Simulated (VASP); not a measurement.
# FeSi (P2_13) in VASP: notebook

Aim: see how the results for FeSi move with the level of theory and the settings. Levels: PBE, r2SCAN. Tasks: single point.

Everything below comes from runs of VASP 6.6.1. Logs are shortened: lines on timing, memory, paths and dates and some standing lists are left out, and cuts for length are marked.

### 1 The crystal as given

It takes space group P2_13 (No. 198, cubic). The conventional cell has a = 4.551 Å, b = 4.551 Å, c = 4.551 Å, α = 90.00°, β = 90.00°, γ = 90.00°. Around Fe (site symmetry 3) lie 7 Si at 2.32 to 2.55 Å. Around Si (site symmetry 3) lie 7 Fe at 2.32 to 2.55 Å.

### 2 Single point, PBE, collinear spin, ferromagnetic start

The input, INCAR:

```
SYSTEM = FeSi
ALGO     = Fast           ! electronic algorithm
EDIFF    = 1E-6           ! SCF threshold, eV
ENCUT    = 520            ! plane-wave cutoff, eV
GGA      = PE             ! functional
ISIF     = 2              ! what is computed and relaxed
ISMEAR   = -1             ! smearing method
ISPIN    = 2              ! spin polarisation
LASPH    = .True.         ! aspherical terms in the spheres
LCHARG   = .False.        ! write CHGCAR
LMAXMIX  = 4              ! l up to which the mixer works
LORBIT   = 11             ! projections on sites
LREAL    = .False.        ! projectors in reciprocal space
LWAVE    = .False.        ! write WAVECAR
MAGMOM   = 3 3 3 3 0 0 0 0 ! initial moments
NELM     = 150            ! most SCF steps
PREC     = Accurate       ! precision mode
SIGMA    = 0.05           ! smearing width, eV
```

The input, KPOINTS:

```
k-points
0
Gamma
  6 6 6
  0 0 0
```

The input, POSCAR:

```
FeSi
1.0
    4.5507000000      0.0000000000      0.0000000000
    0.0000000000      4.5507000000      0.0000000000
    0.0000000000      0.0000000000      4.5507000000
Fe Si
4 4
Direct
    0.1365200000      0.1365200000      0.1365200000
    0.3634800000      0.8634800000      0.6365200000
    0.6365200000      0.3634800000      0.8634800000
    0.8634800000      0.6365200000      0.3634800000
    0.8424000000      0.8424000000      0.8424000000
    0.6576000000      0.1576000000      0.3424000000
    0.3424000000      0.6576000000      0.1576000000
    0.1576000000      0.3424000000      0.6576000000
```

Potentials or basis: VASP PAW PBE potentials, release 64 (Fe, Si).

Command:

```bash
$ cat potpaw_PBE.64/Fe/POTCAR potpaw_PBE.64/Si/POTCAR > POTCAR
$ mpirun -np 1 vasp_std > vasp.out
```

OUTCAR:

```text
SYSTEM = FeSi
   EDIFF = 1E-6
   ENCUT = 520
   GGA = PE
   ISIF = 2
   ISMEAR = -1
   ISPIN = 2
   LASPH = .True.
   LORBIT = 11
   LREAL = .False.
   NELM = 150
   PREC = Accurate

 ion  position               nearest neighbor table
   1  0.137  0.137  0.137-   5 2.32   6 2.37   7 2.37   8 2.37   7 2.55   8 2.55   6 2.55   3 2.79
                             4 2.79   2 2.79   2 2.79   4 2.79   3 2.79
   2  0.363  0.863  0.637-   6 2.32   5 2.37   7 2.37   8 2.37   7 2.55   8 2.55   5 2.55   1 2.79
                             1 2.79   3 2.79   3 2.79   4 2.79   4 2.79
   3  0.637  0.363  0.863-   7 2.32   6 2.37   5 2.37   8 2.37   8 2.55   6 2.55   5 2.55   1 2.79
                             4 2.79   2 2.79   2 2.79   4 2.79   1 2.79
   4  0.863  0.637  0.363-   8 2.32   6 2.37   7 2.37   5 2.37   6 2.55   5 2.55   7 2.55   1 2.79
                             3 2.79   2 2.79   1 2.79   2 2.79   3 2.79
   5  0.842  0.842  0.842-   1 2.32   2 2.37   3 2.37   4 2.37   3 2.55   4 2.55   2 2.55   6 2.82
                             7 2.82   8 2.82   6 2.82   8 2.82   7 2.82
   6  0.658  0.158  0.342-   2 2.32   1 2.37   3 2.37   4 2.37   3 2.55   4 2.55   1 2.55   8 2.82
                             5 2.82   5 2.82   7 2.82   7 2.82   8 2.82
   7  0.342  0.658  0.158-   3 2.32   2 2.37   1 2.37   4 2.37   4 2.55   2 2.55   1 2.55   8 2.82
                             5 2.82   8 2.82   6 2.82   6 2.82   5 2.82
   8  0.158  0.342  0.658-   4 2.32   2 2.37   3 2.37   1 2.37   2 2.55   1 2.55   3 2.55   7 2.82
                             5 2.82   7 2.82   5 2.82   6 2.82   6 2.82

  LATTYP: Found a simple cubic cell.
 ALAT       =     4.5507000000

  Lattice vectors:

 A1 = (   4.5507000000,   0.0000000000,   0.0000000000)
 A2 = (   0.0000000000,   4.5507000000,   0.0000000000)
 A3 = (   0.0000000000,   0.0000000000,   4.5507000000)

Analysis of symmetry for initial positions (statically):
=====================================================================
 Subroutine PRICEL returns:
 Original cell was already a primitive cell.

 Routine SETGRP: Setting up the symmetry group for a
 simple cubic supercell.

 Subroutine GETGRP returns: Found 12 space group operations
 (whereof  3 operations were pure point group operations)
 out of a pool of 48 trial point group operations.

The static configuration has the point symmetry C_3 .
 The point group associated with its full space group is T   .

Analysis of symmetry for dynamics (positions and initial velocities):
=====================================================================
 Subroutine PRICEL returns:
 Original cell was already a primitive cell.

 Routine SETGRP: Setting up the symmetry group for a
 simple cubic supercell.

 Subroutine GETGRP returns: Found 12 space group operations
 (whereof  3 operations were pure point group operations)
 out of a pool of 48 trial point group operations.

The dynamic configuration has the point symmetry C_3 .
 The point group associated with its full space group is T   .

Analysis of structural, dynamic, and magnetic symmetry:
=====================================================================
 Subroutine PRICEL returns:
 Original cell was already a primitive cell.

 Routine SETGRP: Setting up the symmetry group for a
 simple cubic supercell.

 Subroutine GETGRP returns: Found 12 space group operations
 (whereof  3 operations were pure point group operations)
 out of a pool of 48 trial point group operations.

The overall configuration has the point symmetry C_3 .
 The point group associated with its full space group is T   .

 Subroutine INISYM returns: Found 12 space group operations
 (whereof  3 operations are pure point group operations),
 and found     1 'primitive' translations

----------------------------------------------------------------------------------------

                                     Primitive cell

  volume of cell :      94.2399

  direct lattice vectors                    reciprocal lattice vectors
     4.550700000  0.000000000  0.000000000     0.219746413  0.000000000  0.000000000
     0.000000000  4.550700000  0.000000000     0.000000000  0.219746413  0.000000000
     0.000000000  0.000000000  4.550700000     0.000000000  0.000000000  0.219746413

  length of vectors
     4.550700000  4.550700000  4.550700000     0.219746413  0.219746413  0.219746413

  position of ions in fractional coordinates (direct lattice)
     0.136520000  0.136520000  0.136520000
     0.363480000  0.863480000  0.636520000
     0.636520000  0.363480000  0.863480000
     0.863480000  0.636520000  0.363480000
[... 81 lines left out ...]
   LNONCOLLINEAR =      F non collinear calculations
   LSORBIT =      F    spin-orbit coupling
   LASPH  =      T    aspherical Exc in radial PAW
   ENCUT  =  520.0 eV  38.22 Ry    6.18 a.u.   8.46  8.46  8.46*2*pi/ulx,y,z
   NELM   =    150;   NELMIN=  2; NELMDL= -5     # of ELM steps
   EDIFF  = 0.1E-05   stopping-criterion for ELM
   LREAL  =      F    real-space projection
   EDIFFG = 0.1E-04   stopping-criterion for IOM
   NSW    =      0    number of steps for IOM
   IBRION =     -1    ionic relax: 0-MD 1-quasi-New 2-CG
   NFREE  =      0    steps in history (QN), initial steepest desc. (CG)
   ISIF   =      2    stress and relaxation
   ISYM   =      2    0-nonsym 1-usesym 2-fastsym
   POTIM  = 0.5000    time-step for ionic-motion
   TEBEG  =    0.0;   TEEND  =   0.0 temperature during run
   PSTRESS=    0.0 pullay stress
   NELECT =      48.0000    total number of electrons
   NUPDOWN=      -1.0000    fix difference up-down
   EMIN   =  10.00;   EMAX   =-10.00  energy-range for DOS
   EFERMI =   0.00;   METHOD = LEGACY
   ISMEAR =    -1;   SIGMA  =   0.05  broadening in eV -4-tet -1-fermi 0-gaus
   EFERMI_NEDOS =   21; number of points for ismear=-14 and -15
   IALGO  =     68    algorithm
   IMIX   =      4    mixing-type and parameters
     AMIX     =   0.40;   BMIX     =  1.00
     AMIX_MAG =   1.60;   BMIX_MAG =  1.00
  volume/ion in A,a.u.               =      11.78        79.50
  Fermi-wavevector in a.u.,A,eV,Ry     =   1.307406  2.470639 23.256570  1.709310
  Thomas-Fermi vector in A             =   2.438142
   LORBIT       =     11    0 simple, 1 ext, 2 COOP (PROOUT), +10 PAW based schemes
   GGA     = PE    functional components
   LHFCALC =     F    Hartree Fock is set to
   AEXX    =    0.0000 exact exchange contribution
   IVDW    =     0    specifies the selected vdW correction
   LEPSILON=     F    determine dielectric tensor
   LRPA    =     F    only Hartree local field effects (RPA)
 spin polarized calculation
 RMM-DIIS sequential band-by-band and
  energy-cutoff  :      520.00
  volume of cell :       94.24
 maximum number of plane-waves:      2562
 NGX is ok and might be reduce to    36
   NGX = 17   NGY = 17   NGZ = 17

 number of electron      48.0000000 magnetization      12.0000000

 number of electron      47.9999996 magnetization       3.7335957

 Free energy of the ion-electron system (eV)
  ---------------------------------------------------
  ext. energy  EPLUGINS =         0.00000000
  ---------------------------------------------------
  free energy    TOTEN  =       -58.51065448 eV

  energy without entropy =      -58.45018818  energy(sigma->0) =      -58.48042133

 E-fermi :   8.9719     XC(G=0): -12.4602

 val. band max:        8.9566417816   @ k =   0.5000   0.5000   0.1667
 cond. band min:       8.9744876909   @ k =   0.5000   0.0000   0.0000
 fundamental gap:      0.0178459092
 Fermi energy:         8.9719107546

 spin component 1

 k-point     1 :       0.0000    0.0000    0.0000
  band No.  band energies     occupation
      1      -3.8179      1.00000
      2       1.2671      1.00000
      3       1.2671      1.00000
      4       1.2671      1.00000
      5       4.0267      1.00000
      6       4.0267      1.00000
[... 901 lines left out ...]
     34      14.5684      0.00000
     35      14.5684      0.00000
 Fermi energy:         8.9719107546

 spin component 2

 k-point     1 :       0.0000    0.0000    0.0000
  band No.  band energies     occupation
      1      -3.8692      1.00000
      2       1.2799      1.00000
      3       1.2799      1.00000
      4       1.2799      1.00000
      5       4.1475      1.00000
      6       4.1475      1.00000
[... 901 lines left out ...]
     34      14.7241      0.00000
     35      14.7241      0.00000

------------------------ aborting loop because EDIFF is reached ----------------------------------------

  FORCE on cell =-STRESS in cart. coord.  units (eV):
  Direction    XX          YY          ZZ          XY          YZ          ZX
  --------------------------------------------------------------------------------------
  -------------------------------------------------------------------------------------
  Total       -6.0528828     -6.0528828     -6.0528828      0.0000000      0.0000000      0.0000000
  in kB     -102.9054156   -102.9054156   -102.9054156      0.0000000      0.0000000      0.0000000
  external PRESSURE =    -102.9054156 kB  Pullay stress =       0.0000000 kB

 VOLUME and BASIS-vectors are now :
 -----------------------------------------------------------------------------
  energy-cutoff  :      520.00
  volume of cell :       94.24
      direct lattice vectors                 reciprocal lattice vectors
     4.550700000  0.000000000  0.000000000     0.219746413  0.000000000  0.000000000
     0.000000000  4.550700000  0.000000000     0.000000000  0.219746413  0.000000000
     0.000000000  0.000000000  4.550700000     0.000000000  0.000000000  0.219746413

 POSITION                                       TOTAL-FORCE (eV/Angst)
 -----------------------------------------------------------------------------------
      0.62126      0.62126      0.62126        -0.012329     -0.012329     -0.012329
      1.65409      3.92944      2.89661         0.012329      0.012329     -0.012329
      2.89661      1.65409      3.92944        -0.012329      0.012329      0.012329
      3.92944      2.89661      1.65409         0.012329     -0.012329      0.012329
      3.83351      3.83351      3.83351         0.054631      0.054631      0.054631
      2.99254      0.71719      1.55816        -0.054631     -0.054631      0.054631
      1.55816      2.99254      0.71719         0.054631     -0.054631     -0.054631
      0.71719      1.55816      2.99254        -0.054631      0.054631     -0.054631
 -----------------------------------------------------------------------------------
    total drift:                               -0.000000     -0.000000      0.000000

  FREE ENERGIE OF THE ION-ELECTRON SYSTEM (eV)
  ---------------------------------------------------
  free  energy   TOTEN  =       -58.5106544781 eV

  energy  without entropy=      -58.4501881794  energy(sigma->0) =      -58.48042133

 total charge

# of ion       s       p       d       tot
------------------------------------------
    1        0.412   0.576   6.481   7.469
    2        0.412   0.576   6.481   7.469
    3        0.412   0.576   6.481   7.469
    4        0.412   0.576   6.481   7.469
    5        0.736   0.861   0.000   1.597
    6        0.736   0.861   0.000   1.597
    7        0.736   0.861   0.000   1.597
    8        0.736   0.861   0.000   1.597
--------------------------------------------------
tot          4.594   5.748  25.923  36.265

 magnetization (x)

# of ion       s       p       d       tot
------------------------------------------
    1       -0.000  -0.002   1.031   1.029
    2       -0.000  -0.002   1.031   1.029
    3       -0.000  -0.002   1.031   1.029
    4       -0.000  -0.002   1.031   1.029
    5       -0.011  -0.036   0.000  -0.047
    6       -0.011  -0.036   0.000  -0.047
    7       -0.011  -0.036   0.000  -0.047
    8       -0.011  -0.036   0.000  -0.047
--------------------------------------------------
tot         -0.046  -0.151   4.123   3.926
```

Wall time 2.1 min (1 thread of AMD EPYC 9R45 (Zen 5), shared host); peak memory 0.26 GiB.

Results:

- Free energy: -58.5107 eV
- Pressure: -10.3 GPa
- Largest force: 0.095 eV/Å
- Band gap on the k mesh: none (metal or under the smearing width)
- Net moment: 3.73 μB per cell
- Site moments: Fe +1.03; Si -0.05 μB
- Valence electrons inside the program's atomic spheres: Fe 7.47; Si 1.60

Forces on the atoms (eV/Å):
```
Fe  -0.012 -0.012 -0.012
Fe   0.012  0.012 -0.012
Fe  -0.012  0.012  0.012
Fe   0.012 -0.012  0.012
Si   0.055  0.055  0.055
Si  -0.055 -0.055  0.055
Si   0.055 -0.055 -0.055
Si  -0.055  0.055 -0.055
```

### 3 Single point, r2SCAN, collinear spin, ferromagnetic start

Edit INCAR of step 2 so:

```diff
@@ -1,6 +1,5 @@
 SYSTEM = FeSi
-ALGO     = Fast           ! electronic algorithm
+ALGO     = Normal         ! electronic algorithm
 EDIFF    = 1E-6           ! SCF threshold, eV
 ENCUT    = 520            ! plane-wave cutoff, eV
-GGA      = PE             ! functional
 ISIF     = 2              ! what is computed and relaxed
@@ -11,2 +10,3 @@
 LMAXMIX  = 4              ! l up to which the mixer works
+LMIXTAU  = .True.       
 LORBIT   = 11             ! projections on sites
@@ -15,2 +15,3 @@
 MAGMOM   = 3 3 3 3 0 0 0 0 ! initial moments
+METAGGA  = R2SCAN         ! meta-GGA
 NELM     = 150            ! most SCF steps
```

KPOINTS is that of step 2.

POSCAR is that of step 2.

Potentials or basis: VASP PAW PBE potentials, release 64 (Fe, Si).

Command:

```bash
$ cat potpaw_PBE.64/Fe/POTCAR potpaw_PBE.64/Si/POTCAR > POTCAR
$ mpirun -np 1 vasp_std > vasp.out
```

It took 7.3 min on 1 thread of AMD EPYC 9R45 (Zen 5), shared host; peak memory 0.29 GiB.

It converged, with:

```
Free energy                                           : -94.4621 eV
Pressure                                              : -14.0 GPa
Largest force                                         : 0.187 eV/Å
Band gap on the k mesh                                : none (metal or under the smearing width)
Net moment                                            : 4.60 μB per cell
Site moments                                          : Fe +1.36; Si -0.09 μB
Valence electrons inside the program's atomic spheres : Fe 7.48; Si 1.60
```

Forces on the atoms (eV/Å):
```
Fe  -0.067 -0.067 -0.067
Fe   0.067  0.067 -0.067
Fe  -0.067  0.067  0.067
Fe   0.067 -0.067  0.067
Si   0.108  0.108  0.108
Si  -0.108 -0.108  0.108
Si   0.108 -0.108 -0.108
Si  -0.108  0.108 -0.108
```

Levels at points of the mesh, in eV from the Fermi level:
Spin up:
| k point | band 24 | band 25 | band 26 | band 27 | band 28 | band 29 |
| --- | --- | --- | --- | --- | --- | --- |
| (0.00, 0.00, 0.00) | -1.35 | -0.59 | -0.59 | -0.59 | 2.35 | 2.35 |
| (0.50, 0.00, 0.00) | -1.21 | -0.97 | -0.97 | 0.64 | 0.64 | 1.08 |
| (0.50, 0.50, 0.00) | -1.57 | -0.45 | -0.45 | 0.13 | 0.13 | 1.82 |
| (0.50, 0.50, 0.50) | -1.57 | -0.76 | -0.76 | -0.76 | -0.76 | 5.31 |
Spin down:
| k point | band 18 | band 19 | band 20 | band 21 | band 22 | band 23 | band 24 | band 25 | band 26 | band 27 |
| --- | --- | --- | --- | --- | --- | --- | --- | --- | --- | --- |
| (0.00, 0.00, 0.00) | -1.77 | -1.77 | 0.16 | 0.16 | 0.16 | 0.46 | 0.46 | 1.52 | 1.52 | 1.52 |
| (0.50, 0.00, 0.00) | -1.47 | -0.75 | -0.75 | 0.09 | 0.09 | 0.39 | 0.39 | 1.07 | 1.07 | 2.20 |
| (0.50, 0.50, 0.00) | -0.95 | -0.68 | -0.68 | -0.66 | -0.66 | 0.15 | 0.15 | 1.35 | 1.35 | 1.75 |
| (0.50, 0.50, 0.50) | -0.30 | -0.30 | -0.30 | -0.29 | -0.29 | -0.29 | -0.29 | 1.27 | 1.27 | 1.27 |

Caveat: the PAW data sets were made with another functional, which shifts forces and pressure a little.
